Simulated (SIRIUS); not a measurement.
Wanted: an ASE script for a SIRIUS 7.12.0 run.

```yaml
Task: relaxation of cell and atoms
Functional: RPBE
Dispersion: D3(BJ)
Potentials_or_basis: PseudoDojo 0.4.1 PBE standard (scalar relativistic)
Cutoff: 1054 eV
Density_cutoff: 4214 eV
k_mesh: 8 × 8 × 8
Occupations: fermi-dirac, width 0.05 eV
Spin: no spin polarisation
Libxc_names: "[\"XC_GGA_X_RPBE\", \"XC_GGA_C_PBE\"]"
Energy_tol: 1e-08 Ha
Density_tol: 1e-06
Mixer: anderson
Mixing_beta: 0.7
Max_scf: 100
Radial_cutoff_for_the_potentials'_integrals: 6.5 bohr
Optimizer: BFGS
Fmax: 0.02 eV/Å
Max_steps: 30
Target_pressure: 0 GPa
```

The structure of Au lies in Au.cif:

```cif
data_Au
_cell_length_a 2.87792460
_cell_length_b 2.87792460
_cell_length_c 2.87792460
_cell_angle_alpha 60.00000000
_cell_angle_beta 60.00000000
_cell_angle_gamma 60.00000000
_space_group_name_H-M_alt 'P1'
_space_group_name_Hall 'P 1'
_space_group_IT_number 1
loop_
_space_group_symop_operation_xyz
'x,y,z'
loop_
_atom_site_label
_atom_site_type_symbol
_atom_site_symmetry_multiplicity
_atom_site_Wyckoff_symbol
_atom_site_fract_x
_atom_site_fract_y
_atom_site_fract_z
_atom_site_occupancy
Au1 Au 1 a 0.0000000000 0.0000000000 0.0000000000 1
```

One way to write it, as run:

run.py

```python
import json, subprocess
import numpy as np
from ase import Atoms
from ase.io import read
from ase.calculators.calculator import Calculator, all_changes
from ase.units import Bohr, Hartree, GPa
from ase.calculators.mixing import SumCalculator
from dftd3.ase import DFTD3
from ase.optimize import BFGS
from ase.filters import FrechetCellFilter

class Sirius(Calculator):
    """Writes sirius.json, runs sirius.scf and reads out.json."""
    implemented_properties = ["energy", "free_energy", "forces", "stress", "magmom"]

    def __init__(self, config, files):
        super().__init__()
        self.config, self.files, self.calls = config, files, 0

    def calculate(self, atoms=None, properties=["energy"], system_changes=all_changes):
        super().calculate(atoms, properties, system_changes)
        symbols = atoms.get_chemical_symbols()
        types = list(dict.fromkeys(symbols))
        order = [i for t in types for i, s in enumerate(symbols) if s == t]
        frac = atoms.get_scaled_positions(wrap=False)
        m = atoms.get_initial_magnetic_moments()
        m = m if m.ndim == 2 else np.c_[0 * m, 0 * m, m]
        spin = self.config["parameters"]["num_mag_dims"] > 0
        rows = {t: [list(frac[i]) + (list(m[i]) if spin else []) for i in order if symbols[i] == t] for t in types}
        cell = {"lattice_vectors": (atoms.cell[:] / Bohr).tolist(), "atom_types": types, "atom_files": self.files, "atoms": rows}
        json.dump({**self.config, "unit_cell": cell}, open("sirius.json", "w"), indent=1)
        self.calls += 1
        with open(f"sirius_{self.calls:03d}.out", "w") as log:
            subprocess.run(["sirius.scf", "--input=sirius.json", "--output=out.json"], stdout=log, stderr=subprocess.STDOUT, check=True)
        gs = json.load(open("out.json"))["ground_state"]
        if not gs["converged"]:
            raise RuntimeError("SCF did not converge")
        self.results = {"energy": gs["energy"]["free"] * Hartree, "free_energy": gs["energy"]["free"] * Hartree}
        if "forces" in gs:
            f = np.zeros((len(atoms), 3))
            f[order] = np.array(gs["forces"]) * Hartree / Bohr
            self.results["forces"] = f
        if "stress" in gs:
            s = np.array(gs["stress"]) * Hartree / Bohr**3
            self.results["stress"] = s.flat[[0, 4, 8, 5, 2, 1]]
        if spin:
            self.results["magmom"] = gs["magnetisation"]["total"][2]

atoms = read("Au.cif")

config = {
    "control": {
        "processing_unit": 'cpu',
        "verbosity": 1,
        "print_forces": True,
        "print_stress": True,
    },
    "parameters": {
        "electronic_structure_method": 'pseudopotential',
        "xc_functionals": ['XC_GGA_X_RPBE', 'XC_GGA_C_PBE'],
        "gk_cutoff": 8.8,
        "pw_cutoff": 17.6,
        "ngridk": [8, 8, 8],
        "shiftk": [0, 0, 0],
        "smearing": 'fermi_dirac',
        "smearing_width": 0.0018374661,
        "num_bands": 17,
        "num_mag_dims": 0,
        "num_dft_iter": 100,
        "energy_tol": 1e-08,
        "density_tol": 1e-06,
    },
    "iterative_solver": {
        "type": 'davidson',
        "min_tolerance": 1e-10,
    },
    "mixer": {
        "type": 'anderson',
        "beta": 0.7,
        "max_history": 8,
    },
    "settings": {
        "tol_ne": 1e-10,
        "pseudo_grid_cutoff": 6.5,
    },
}
dft = Sirius(config, {'Au': 'Au.json'})
atoms.calc = SumCalculator([dft, DFTD3(method="rpbe", damping="d3bj")])
results = {"symbols": atoms.get_chemical_symbols(), "cell": atoms.cell[:].tolist(), "frac": atoms.get_scaled_positions(wrap=False).tolist(), "steps": []}

def note():
    results["steps"].append({"energy": atoms.get_potential_energy(), "cell": atoms.cell[:].tolist(), "positions": atoms.positions.tolist(),
                             "forces": atoms.get_forces().tolist(), "stress": atoms.get_stress().tolist()})
    json.dump(results, open("results.json", "w"))

opt = BFGS(FrechetCellFilter(atoms, scalar_pressure=0.0 * GPa))
opt.attach(note)
results["converged"] = bool(opt.run(fmax=0.02, steps=30))
print("converged:", results["converged"])
print("cell parameters:", atoms.cell.cellpar().round(5))
print("volume per atom (A^3):", round(atoms.get_volume() / len(atoms), 4))
print(atoms.get_scaled_positions().round(6))
json.dump(results, open("results.json", "w"))
```

Potentials or basis: PseudoDojo 0.4.1 PBE standard (scalar relativistic).

Run with:

```sh
$ upf_to_json Au.upf
$ OMP_NUM_THREADS=1 python run.py
```

Results of the run:

The relaxed volume is 15.01 Å³/atom and the relaxed cell is a = 2.769 Å, b = 2.769 Å, c = 2.769 Å, α = 60.00°, β = 60.00°, γ = 60.00°. The space group after relaxing (to 0.05 Å) is Fm-3m (No. 225). The energy gained by relaxing is 163.4 meV/atom. The ionic steps are 3, the pressure after relaxing is 0.1 GPa and the band gap on the k mesh is none (metal or under the smearing width). The dispersion energy per atom is -4.081 eV.

Caveat: the potentials were made for another functional, which shifts forces and pressure; pairwise dispersion overbinds metals, which lowers pressure and volume.

Run time: 32 s on 1 thread of Intel(R) Xeon(R) Platinum 8259CL CPU @ 2.50GHz (Skylake/Cascade Lake), with other jobs on the host, peak memory 0.17 GiB.
